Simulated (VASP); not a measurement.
FeSi2 (Linzhiite):

```
CELL_PARAMETERS angstrom
2.68400 0.00000 0.00000
0.00000 2.68400 0.00000
0.00000 0.00000 5.12800
ATOMIC_POSITIONS crystal
Fe 0.00000 0.00000 0.00000
Si 0.50000 0.50000 0.27000
Si 0.50000 0.50000 0.73000
```

| Quantity | Value |
| --- | --- |
| Program | VASP 6.6.1 |
| Task | relaxation of cell and atoms |
| Functional | AM05 |
| Potentials or basis | VASP PAW PBE potentials, release 64 (Fe, Si) |
| Cutoff | 600 eV |
| k mesh | 14 × 14 × 8 |
| Occupations | methfessel-paxton, width 0.1 eV |
| Spin | no spin polarisation |

At the start: pressure -2.5 GPa; volume 12.31 Å³/atom.

Q: Where does the relaxation end?

A: Over 6 steps the energy falls by 2.4 meV/atom and the volume is 12.14 Å³/atom (-1.4 %); space group P4/mmm (No. 123, to 0.05 Å).

The path:
| step | energy change (eV) | largest force (eV/Å) | pressure (GPa) | volume (Å³) |
| --- | --- | --- | --- | --- |
| 1 | 0.0000 | 0.2732 | -2.45 | 36.94 |
| 2 | -0.0021 | 0.0486 | 2.84 | 35.94 |
| 3 | -0.0065 | 0.1087 | 0.34 | 36.39 |
| 4 | -0.0069 | 0.0670 | -0.26 | 36.45 |
| 5 | -0.0070 | 0.0128 | -0.08 | 36.43 |
| 6 | -0.0071 | 0.0032 | 0.00 | 36.41 |

Final structure:
```xyz
3
Lattice="2.6698 0.0000 0.0000 0.0000 2.6698 0.0000 0.0000 0.0000 5.1080" Properties=species:S:1:pos:R:3 pbc="T T T"
Fe    2.6698    2.6698    5.1080
Si    1.3349    1.3349    1.3901
Si    1.3349    1.3349    3.7179
```

Caveat: the PAW data sets were made with another functional, which shifts forces and pressure a little.
